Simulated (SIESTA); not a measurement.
Runs of SIESTA 5.4.2 on K. Symmetry: Im-3m, No. 229, cubic system. Conventional cell: a = 5.395 Å, b = 5.395 Å, c = 5.395 Å, α = 90.00°, β = 90.00°, γ = 90.00°. 

```tsv
level	potentials or basis	gap on the mesh (eV)	pressure (GPa)	relaxed volume (Å³/atom)
WC	PseudoDojo 0.4 standard (PBEsol files), DZP (energy shift 0.003 Ry; two zetas on semicore shells; d shell added on K)	none	0.0	71.59
AM05	PseudoDojo 0.4 standard (PBEsol files), DZP (energy shift 0.003 Ry; two zetas on semicore shells; d shell added on K)	none	0.0	73.60
LDA	PseudoDojo 0.4 standard (LDA files), DZP (energy shift 0.003 Ry; two zetas on semicore shells; d shell added on K)	none	0.0	63.84
revPBE	PseudoDojo 0.4 standard (PBE files), DZP (energy shift 0.003 Ry; two zetas on semicore shells; d shell added on K)	none	0.0	-
RPBE	PseudoDojo 0.4 standard (PBE files), DZP (energy shift 0.003 Ry; two zetas on semicore shells; d shell added on K)	none	0.0	(a)
```

Alike in all rows: task relaxation of cell and atoms; no spin polarisation; cell relaxed; k mesh 7 × 7 × 7; smearing fermi-dirac 0.05 eV; grid cutoff 800 Ry; energy shift 0.003 Ry.

Estimate the missing entries.

(a) 79.02.

Caveats: the basis of atomic orbitals isn't converged, which shifts pressures, moduli and gaps; the potentials were made for another functional, which shifts forces and pressure (some runs); the volume moved by over 15 % at a fixed basis, so the end points are rough (some runs); the relaxation stopped at its first step, so nothing moved (some runs).

A gap of «none» marks a metal or a gap under the smearing width.

Runs at the PBE level aren't shown here.
